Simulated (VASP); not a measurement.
# Ti (Fm-3m) in VASP: RPA correlation energy with PBE

Aim: the RPA correlation energy of Ti with PBE.

Program: VASP 6.6.1. These are calculated values, not measurements. Logs are shortened: lines on timing, memory, paths and dates and some standing lists are left out, and cuts for length are marked.

### 1 The structure

The structure is cubic, space group Fm-3m (No. 225). The conventional cell has a = 4.052 Å, b = 4.052 Å, c = 4.052 Å, α = 90.00°, β = 90.00°, γ = 90.00°. Ti (site symmetry m-3m) has 12 Ti at 2.87 Å as nearest neighbours.

This isn't the form of Ti at room conditions, which is hcp.

### 2 RPA correlation energy, PBE

File POSCAR:

```
Ti
1.0
    0.0000000000      2.0262200000      2.0262200000
    2.0262200000      0.0000000000      2.0262200000
    2.0262200000      2.0262200000      0.0000000000
Ti
1
Direct
    0.0000000000      0.0000000000      0.0000000000
```

File INCAR.step1:

```
PREC = Accurate
ENCUT = 450
EDIFF = 1E-8
ISMEAR = 0
SIGMA = 0.05
LREAL = F
LASPH = T
NELM = 60
ALGO = Normal
LWAVE = T
LCHARG = F
GGA = PE
```

File INCAR.step2:

```
PREC = Accurate
ENCUT = 450
EDIFF = 1E-8
ISMEAR = 0
SIGMA = 0.05
LREAL = F
LASPH = T
NELM = 1
ALGO = EIGENVAL
LWAVE = F
LCHARG = F
GGA = PE
LHFCALC = T
AEXX = 1.0
ALDAC = 0.0
AGGAC = 0.0
ISTART = 1
PRECFOCK = Fast
```

File INCAR.step3:

```
PREC = Accurate
ENCUT = 450
EDIFF = 1E-8
ISMEAR = 0
SIGMA = 0.05
LREAL = F
LASPH = T
NELM = 1
ALGO = Exact
LWAVE = T
LCHARG = F
GGA = PE
NBANDS = 371
LOPTICS = T
ISTART = 1
```

File INCAR.step4:

```
PREC = Accurate
ENCUT = 450
EDIFF = 1E-8
ISMEAR = 0
SIGMA = 0.05
LREAL = F
LASPH = T
NELM = 60
ALGO = ACFDT
LWAVE = F
LCHARG = F
GGA = PE
NBANDS = 371
ENCUTGW = 250
NOMEGA = 12
ISTART = 1
PRECFOCK = Fast
```

File KPOINTS:

```
regular mesh
0
Gamma
  8 8 8
```

Potentials or basis: VASP PAW PBE potentials, release 64 (Ti_sv_GW).

Launch:

```sh
$ cat potpaw_PBE.64/Ti_sv_GW/POTCAR > POTCAR
$ cp INCAR.step1 INCAR
$ mpirun -np 1 vasp_std > vasp.out
$ cp INCAR.step2 INCAR
$ mpirun -np 1 vasp_std > vasp.out
$ cp INCAR.step3 INCAR
$ mpirun -np 1 vasp_std > vasp.out
$ cp INCAR.step4 INCAR
$ mpirun -np 1 vasp_std > vasp.out
```

OUTCAR:

```text
PREC = Accurate
   ENCUT = 450
   EDIFF = 1E-8
   ISMEAR = 0
   LREAL = F
   LASPH = T
   NELM = 60
   GGA = PE
   ENCUTGW = 250
   ISTART = 1
   PRECFOCK = Fast

 ion  position               nearest neighbor table
   1  0.000  0.000  0.000-

  LATTYP: Found a face centered cubic cell.
 ALAT       =     4.0524400000

  Lattice vectors:

 A1 = (   0.0000000000,   2.0262200000,   2.0262200000)
 A2 = (   2.0262200000,   0.0000000000,   2.0262200000)
 A3 = (   2.0262200000,   2.0262200000,   0.0000000000)

Analysis of symmetry for initial positions (statically):
=====================================================================
 Subroutine PRICEL returns:
 Original cell was already a primitive cell.

 Routine SETGRP: Setting up the symmetry group for a
 face centered cubic supercell.

 Subroutine GETGRP returns: Found 48 space group operations
 (whereof 48 operations were pure point group operations)
 out of a pool of 48 trial point group operations.

The static configuration has the point symmetry O_h .

Analysis of symmetry for dynamics (positions and initial velocities):
=====================================================================
 Subroutine PRICEL returns:
 Original cell was already a primitive cell.

 Routine SETGRP: Setting up the symmetry group for a
 face centered cubic supercell.

 Subroutine GETGRP returns: Found 48 space group operations
 (whereof 48 operations were pure point group operations)
 out of a pool of 48 trial point group operations.

The dynamic configuration has the point symmetry O_h .

 Subroutine INISYM returns: Found 48 space group operations
 (whereof 48 operations are pure point group operations),
 and found     1 'primitive' translations

----------------------------------------------------------------------------------------

                                     Primitive cell

  volume of cell :      16.6376

  direct lattice vectors                    reciprocal lattice vectors
     0.000000000  2.026220000  2.026220000    -0.246764912  0.246764912  0.246764912
     2.026220000  0.000000000  2.026220000     0.246764912 -0.246764912  0.246764912
     2.026220000  2.026220000  0.000000000     0.246764912  0.246764912 -0.246764912

  length of vectors
     2.865507804  2.865507804  2.865507804     0.427409365  0.427409365  0.427409365

  position of ions in fractional coordinates (direct lattice)
     0.000000000  0.000000000  0.000000000

  ion indices of the primitive-cell ions
   primitive index   ion index
                 1           1

----------------------------------------------------------------------------------------

 KPOINTS: regular mesh

Automatic generation of k-mesh.
 Grid dimensions read from file:
 generate k-points for:    8    8    8

 Generating k-lattice:

  Cartesian coordinates                     Fractional coordinates (reciprocal lattice)
    -0.030845614  0.030845614  0.030845614     0.125000000  0.000000000  0.000000000
     0.030845614 -0.030845614  0.030845614     0.000000000  0.125000000  0.000000000
     0.030845614  0.030845614 -0.030845614     0.000000000  0.000000000  0.125000000

  Length of vectors
     0.053426171  0.053426171  0.053426171

  Shift w.r.t. Gamma in fractional coordinates (k-lattice)
     0.000000000  0.000000000  0.000000000

 Subroutine IBZKPT returns following result:
 ===========================================

 Found     29 irreducible k-points:

 Following reciprocal coordinates:
            Coordinates               Weight
  0.000000  0.000000  0.000000      1.000000
  0.125000  0.000000  0.000000      8.000000
  0.250000  0.000000  0.000000      8.000000
  0.375000  0.000000  0.000000      8.000000
  0.500000  0.000000  0.000000      4.000000
  0.125000  0.125000  0.000000      6.000000
[... 16 lines left out ...]
  0.500000  0.250000  0.125000     48.000000
 -0.375000  0.250000  0.125000     24.000000
 [... further k-points ...]
   k-points           NKPTS =     29   k-points in BZ     NKDIM =    512   number of bands    NBANDS=    371
   number of dos      NEDOS =    301   number of ions     NIONS =      1
   total plane-waves  NPLWV =   8000
   dimension x,y,z NGX =    20 NGY =   20 NGZ =   20
   dimension x,y,z NGXF=    40 NGYF=   40 NGZF=   40
   ions per type =               1
   NGX,Y,Z   is equivalent  to a cutoff of  11.60, 11.60, 11.60 a.u.
   NGXF,Y,Z  is equivalent  to a cutoff of  23.21, 23.21, 23.21 a.u.
 SYSTEM =  unknown system
   PREC   = accura    normal or accurate (medium, high low for compatibility)
   ISTART =      1    job   : 0-new  1-cont  2-samecut
   ICHARG =      0    charge: 1-file 2-atom 10-const
   ISPIN  =      1    spin polarized calculation?
   LNONCOLLINEAR =      F non collinear calculations
   LSORBIT =      F    spin-orbit coupling
   LASPH  =      T    aspherical Exc in radial PAW
   ENCUT  =  450.0 eV  33.07 Ry    5.75 a.u.   4.96  4.96  4.96*2*pi/ulx,y,z
   NELM   =     60;   NELMIN=  2; NELMDL=  0     # of ELM steps
   EDIFF  = 0.1E-07   stopping-criterion for ELM
   LREAL  =      F    real-space projection
   EDIFFG = 0.1E-06   stopping-criterion for IOM
   NSW    =      0    number of steps for IOM
   IBRION =     -1    ionic relax: 0-MD 1-quasi-New 2-CG
   NFREE  =      0    steps in history (QN), initial steepest desc. (CG)
   ISIF   =      0    stress and relaxation
   ISYM   =      3    0-nonsym 1-usesym 2-fastsym
   POTIM  = 0.5000    time-step for ionic-motion
   TEBEG  =    0.0;   TEEND  =   0.0 temperature during run
   PSTRESS=    0.0 pullay stress
   NELECT =      12.0000    total number of electrons
   NUPDOWN=      -1.0000    fix difference up-down
   EMIN   =  10.00;   EMAX   =-10.00  energy-range for DOS
   EFERMI =   0.00;   METHOD = LEGACY
   ISMEAR =     0;   SIGMA  =   0.05  broadening in eV -4-tet -1-fermi 0-gaus
   EFERMI_NEDOS =   21; number of points for ismear=-14 and -15
   IALGO  =     38    algorithm
   IMIX   =      4    mixing-type and parameters
     AMIX     =   0.40;   BMIX     =  1.00
     AMIX_MAG =   1.60;   BMIX_MAG =  1.00
  volume/ion in A,a.u.               =      16.64       112.28
  Fermi-wavevector in a.u.,A,eV,Ry     =   1.468155  2.774411 29.327084  2.155480
  Thomas-Fermi vector in A             =   2.583687
   LORBIT       =      0    0 simple, 1 ext, 2 COOP (PROOUT), +10 PAW based schemes
   GGA     = PE    functional components
   LHFCALC =     T    Hartree Fock is set to
   PRECFOCK=fast      Normal, Fast or Accurate (Low or Medium for compatibility)
   ENCUT4O =  -1.0   cutoff for four orbital integrals eV
   NKREDX  =     1    reduce k-point grid by
   NKREDY  =     1    reduce k-point grid by
   NKREDZ  =     1    reduce k-point grid by
   AEXX    =    1.0000 exact exchange contribution
   HFSCREEN=    0.0000 screening length (either q_TF or 0.3 A-1)
   HFSCREENC=   0.0000 screening length for correlation (either q_TF or 0.3 A-1)
   ENCUTFOCK=  -1.0 apply spherical cutoff to Coloumb kernel
   IVDW    =     0    specifies the selected vdW correction
   LEPSILON=     F    determine dielectric tensor
   LRPA    =     F    only Hartree local field effects (RPA)
   LRPAFORCE           =     F    calculate RPA forces
   ENCUTGW             = 250.0    cutoff for response function in eV
   ENCUTGWSOFT         = 200.0    soft cutoff for Coulomb kernel in GW response function in eV
   ENCUTLF             =  -1.0    cutoff for local field effects
   NELMGW              =     1    number of iterations in solving QP/BSE equation
   NELMHF              =     1    number of iterations in the inner HF iteration
   NKREDLFX            =     1    NKREDLFY  =   1   NKREDLFZ  =   1
 non-spin polarized calculation
 Gauss-broadening in eV      SIGMA  =   0.05
  energy-cutoff  :      450.00
  volume of cell :       16.64
 maximum number of plane-waves:       371
  NGX = 12; NGY = 12; NGZ = 12
   NGX =  9   NGY =  9   NGZ =  9
 maximum number of plane-waves:       169

      cutoff energy     smooth cutoff   RPA   correlation   Hartree contr. to MP2
---------------------------------------------------------------------------------
            250.000           200.000      -21.3723999747      -76.8820091866
            238.095           190.476      -21.1538961345      -76.6117832843
            226.757           181.406      -20.9271782785      -76.3272077754
            215.959           172.768      -20.6925457865      -76.0281852782
            205.676           164.541      -20.4510571676      -75.7158886537
            195.882           156.705      -20.2023946442      -75.3897783915
            186.554           149.243      -19.9476268296      -75.0510212459
            177.670           142.136      -19.6871708800      -74.6997314047
  linear regression
  converged value                          -23.8557093509      -80.1161537581
```

OUTCAR.step1:

```text
PREC = Accurate
   ENCUT = 450
   EDIFF = 1E-8
   ISMEAR = 0
   LREAL = F
   LASPH = T
[... 527 lines left out ...]

 POSITION                                       TOTAL-FORCE (eV/Angst)
 -----------------------------------------------------------------------------------
      0.00000      0.00000      0.00000         0.000000     -0.000000      0.000000
 -----------------------------------------------------------------------------------
    total drift:                                0.000000      0.000000      0.000000

  FREE ENERGIE OF THE ION-ELECTRON SYSTEM (eV)
  ---------------------------------------------------
  free  energy   TOTEN  =        -9.9804774351 eV

  energy  without entropy=       -9.9793679762  energy(sigma->0) =       -9.97992271
```

It took 31 min on 1 thread of Intel Xeon 6975P-C (Granite Rapids), shared host; peak memory 1.4 GiB.

What came out:

| Item | Value |
| --- | --- |
| Band gap on the k mesh, mean-field level | none (metal or under the smearing width) |
| RPA correlation energy | -23.856 eV/atom |
| RPA total energy per cell | -41.193 eV |
| RPA correlation energy per cell | -23.856 eV |

Levels at points of the mesh, in eV from the Fermi level:
| k point | band 3 | band 4 | band 5 | band 6 | band 7 | band 8 | band 9 | band 10 |
| --- | --- | --- | --- | --- | --- | --- | --- | --- |
| (0.00, 0.00, 0.00) | -32.48 | -32.48 | -6.21 | 0.85 | 0.85 | 0.85 | 2.58 | 2.58 |
| (0.50, 0.00, 0.00) | -32.58 | -32.58 | -2.73 | 0.69 | 0.72 | 0.72 | 3.72 | 3.72 |
| (0.50, 0.50, 0.00) | -32.75 | -32.75 | -2.78 | -1.89 | 2.98 | 3.71 | 4.01 | 4.01 |

Caveat: the ground state has no gap, which makes the many-body step unreliable.
